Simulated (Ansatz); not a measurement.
# CuAu under changes of volume

One of the cells (15.351 Å³/atom); the others are scaled copies at fixed shape and fractional positions:

```
Au Cu
1.0
     1.44306    0.83315    4.25617
    -1.44306    0.83315    4.25617
     0.00000   -1.66630    4.25617
Au Cu
1 1
Cartesian
  0.0000 0.0000 0.0000
  0.0000 0.0000 6.3843
```

The cell comes from a database or a generator and needn't be the stable form of this composition.

* Program: Ansatz 0.2.0
* Functional: PBE0
* Potentials or basis: Ansatz PAW
* Cutoff: 420 eV (not typed: the program's choice for these potentials)
* k mesh: 6 × 6 × 6
* Occupations: fermi-dirac, width 0.05 eV
* Spin: no spin polarisation

```tsv
volume (Å³/atom)	energy over the lowest point (meV/atom)	pressure (GPa)
14.430	16.65	7.8
14.737	5.08	4.2
15.044	0.00	1.1
15.351	?	?
15.658	6.14	-4.1
15.965	15.95	-6.2
16.272	29.81	-7.8
```

**Question.** What does the run at 15.351 Å³/atom give?

**Answer.** Energy over the lowest point 0.59 meV/atom; pressure -1.7 GPa.

Worked out: A Birch-Murnaghan fit of order 3 (a polynomial in V^(-2/3)) to the other rows has its minimum at 15.16 Å³/atom with B0 = V·E''(V) = 139 GPa and B' = 5.3 at fixed shape and positions, which overstates the stiffness. It gives 0.55 meV/atom at 15.351 Å³/atom, against the run's 0.59, and -dE/dV = -1.6 GPa, against -1.7.

Energies are extrapolated to zero smearing.

Caveats: all runs use coarse meshes; the PAW data sets come from PBE, with cores solved anew for the run's functional, which leaves a small shift of forces and pressure; the thresholds are loose for stress.
